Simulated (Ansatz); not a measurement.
Computed with DFT PBE, scalar-relativistic, plane waves, PAW (Ansatz). All cells share a 420 eV cutoff and Γ-centred k meshes spaced at most about 0.3 Å⁻¹ (about 0.25 or finer for metals, 2π included). No spin polarisation.

These are static total energies at zero pressure.

Two forms of SiNi₂ were relaxed alike.

A.

```
CELL_PARAMETERS angstrom
3.96690 0.00000 0.00000
-1.98345 3.43544 0.00000
0.00000 0.00000 2.48250
ATOMIC_POSITIONS crystal
Si 0.00000 0.00000 0.00000
Ni 0.33333 0.66667 0.50000
Ni 0.66667 0.33333 0.50000
```

B.

```
CELL_PARAMETERS angstrom
5.02129 0.00000 0.00000
0.00000 3.73067 0.00000
0.00000 0.00000 7.07589
ATOMIC_POSITIONS crystal
Si 0.28699 0.25000 0.61463
Si 0.71301 0.75000 0.38537
Si 0.78699 0.25000 0.88537
Si 0.21301 0.75000 0.11463
Ni 0.45942 0.25000 0.29612
Ni 0.54058 0.75000 0.70388
Ni 0.95942 0.25000 0.20388
Ni 0.04058 0.75000 0.79612
Ni 0.33064 0.25000 0.93965
Ni 0.66936 0.75000 0.06035
Ni 0.83064 0.25000 0.56035
Ni 0.16936 0.75000 0.43965
```

Problem. Which form is favoured at zero pressure, and by what margin per atom?

Solution. B is lower, by 0.46 eV/atom. A has space group P6/mmm (No. 191), 11.3 Å³/atom and no gap on its mesh; B has space group Pnma (No. 62), 11.0 Å³/atom and no gap. Counting Si atoms around Ni (those within 1.25 times the shortest such distance or 1.15 times the sum of covalent radii, 1.27 where that leaves under three; a plus sign parts nearer from farther groups; a slash parts the counts of unlike sites), A has Ni 6 and B has Ni 4+1/5. A holds Si–Si chains (shortest 2.48 Å); in B the shortest Si–Si distance is 3.16 Å. In A, Si is surrounded by 2 Si at 2.48 Å and 12 Ni at 2.61 Å; around Ni lie 3 Ni at 2.29 Å, 2 Ni at 2.48 Å and 6 Si at 2.61 Å. In B, around Si lie 7 Ni at 2.31–2.41 Å, 2 Ni at 2.58 Å and 1 Ni at 2.76 Å; around Ni on its first site lie 3 Si at 2.35–2.41 Å, 8 Ni at 2.58–2.72 Å and 2 Si at 2.58 Å; Ni on its second site has 4 Si at 2.31–2.32 Å, 8 Ni at 2.58–2.72 Å and 1 Si at 2.76 Å. Origin: A, invented; B, reached from a cell as deposited in COD, among other starts.

A magnetic state wasn't ruled out in cells without spin, among them P6/mmm, Pnma. Cells relaxed within their symmetry can be saddle points.
